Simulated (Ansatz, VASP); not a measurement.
## Two plane-wave programs on GaN

INCAR

```
ALGO = Normal
EDIFF = 1E-7
ENCUT = 520
GGA = PE
ISIF = 2
ISMEAR = 0
LASPH = True
LCHARG = False
LREAL = False
LWAVE = False
NBANDS = 26
NELM = 60
PREC = Accurate
SIGMA = 0.05
```

The input KPOINTS:

```
k-points
0
Gamma
  12 12 6
```

The input POSCAR:

```
GaN
1.0
    3.0209996775      0.0000000000      0.0000000000
   -1.5104998388      2.6162624655      0.0000000000
    0.0000000000      0.0000000000      5.2951500000
Ga N
2 2
Direct
    0.3333333333      0.6666666667      0.0000000000
    0.6666666667      0.3333333333      0.5000000000
    0.3333333333      0.6666666667      0.3750000000
    0.6666666667      0.3333333333      0.8750000000
```

Input for Ansatz:

```yaml
crystal:
  lattice:
    - [3.0209996775, 0.0, 0.0]
    - [-1.5104998388, 2.6162624655, 0.0]
    - [0.0, 0.0, 5.29515]
  atoms:
    - { symbol: Ga, position: [0.3333333333, 0.6666666667, 0.0] }
    - { symbol: Ga, position: [0.6666666667, 0.3333333333, 0.5] }
    - { symbol: "N", position: [0.3333333333, 0.6666666667, 0.375] }
    - { symbol: "N", position: [0.6666666667, 0.3333333333, 0.875] }
basis:
  ecutwfc: 420
kpoints:
  mp_grid: { grid: [12, 12, 6] }
hamiltonian:
  xc: pbe
scf:
  occupations: { method: gaussian, width: 0.05 }
output:
  forces: true
  stress: true
  eigenvalues: true
```

Change from the starting cell: strain -0.050 along x and y, +0.025 along z, atoms carried along.

Alike in both runs: task single point; functional PBE; k mesh 12 × 12 × 6; occupations gaussian, width 0.05 eV; no spin polarisation.

|  | VASP | Ansatz |
| --- | --- | --- |
| version | VASP 6.6.1 | Ansatz 0.2.0 |
| potentials or method | VASP PAW PBE potentials, release 64 (Ga_d, N) | scalar-relativistic, plane waves, PAW |
| plane-wave cutoff (eV) | 520 | 420 |
| valence electrons in the cell | 36 | 36 |

|  | VASP | Ansatz | Ansatz less VASP |
| --- | --- | --- | --- |
| gap on the k mesh at the Fermi level (eV) | 2.10 | 2.09 | -0.010 |
| least direct gap on the mesh (eV) | 2.10 | 2.09 | -0.010 |
| pressure (GPa) | 27.4 | 27.5 | +0.14 |
| largest component of the traceless stress (GPa) | 22.30 | 22.38 | +0.088 |
| rms of the force components (eV/Å) | 0.501 | 0.513 | +0.0127 |

Atom by atom the forces differ by 0.013 eV/Å (rms over components).

Caveats: so large a pressure means that the cell lies far from this level's equilibrium, or that cutoff or potentials fall short (VASP). A k mesh can miss the band edges.
